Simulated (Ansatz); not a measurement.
A run of Ansatz 0.2.0 is set up as follows.

input.yaml

```yaml
crystal:
  lattice:
    - [-2.0000686112, 2.0000686112, 5.1236788559]
    - [2.0000686112, -2.0000686112, 5.1236788559]
    - [2.0000686112, 2.0000686112, -5.1236788559]
  atoms:
    - { symbol: Sn, position: [0.0, 0.0, 0.0] }
    - { symbol: Sn, position: [0.75, 0.25, 0.5] }
    - { symbol: O, position: [0.54652259, 0.04652259, 0.5] }
    - { symbol: O, position: [0.20347741, 0.20347741, 0.0] }
    - { symbol: O, position: [0.95347741, 0.45347741, 0.5] }
    - { symbol: O, position: [0.79652259, 0.79652259, 0.0] }
hamiltonian:
  xc: pbesol
  pseudopotentials: { kind: paw }
  dispersion: d4
kpoints:
  mp_grid: { grid: [9, 9, 9] }
scf:
  occupations: { method: fermi_dirac, width: 0.05 }
output:
  forces: true
  stress: true
  eigenvalues: true
  write_density: true
  write_potential: true
  elf: true
  volumetric_format: npy
relax:
  f_tol: 0.01
  max_steps: 40
  cell: { stress_tol: 0.05 }
```

Potentials or basis: Ansatz PAW.

Launch:

```bash
$ ansatz run input.yaml --threads 2 --pin off --max-ram 5632MiB --backend cpu --events-out ev --progress --plain --runs-dir out
```

**Question.** Predict the space group after relaxing (to 0.05 Å).

**Answer.** I4_1/amd (No. 141).

**Question.** Predict the relaxed volume.

**Answer.** 13.60 Å³/atom.

**Question.** Estimate the relaxed cell.

**Answer.** a = 5.833 Å, b = 5.833 Å, c = 5.833 Å, α = 139.89°, β = 139.89°, γ = 58.01°.

**Question.** Predict the band gap on the k mesh.

**Answer.** 1.62 eV, indirect (least direct gap 2.02 eV).

Step by step:
| step | energy change (eV) | largest force (eV/Å) | volume (Å³) |
| --- | --- | --- | --- |
| 1 | 0.0000 | 0.0839 | 81.98 |
| 2 | -0.0035 | 0.0216 | 81.63 |
| 3 | -0.0037 | 0.0048 | 81.62 |
| 4 | -0.0036 | 0.0014 | 81.64 |
| 5 | -0.0020 | 0.0011 | 81.64 |
| 6 | -0.0021 | 0.0004 | 81.62 |
| 7 | -0.0020 | 0.0004 | 81.62 |

Caveat: odd divisions of the mesh miss points on the zone boundary, where band edges often lie, so the gap on the mesh can be too wide; the plane-wave basis is chosen anew once the cell has moved, so the energies of steps on either side of that aren't comparable; the pressure holds a Pulay correction of +0.8 GPa for the finite cutoff; spin-orbit coupling is left out, which moves the levels of the heavy elements; the PAW data sets come from PBE, with cores solved anew for the run's functional, which leaves a small shift of forces and pressure. A k mesh can miss the band edges.
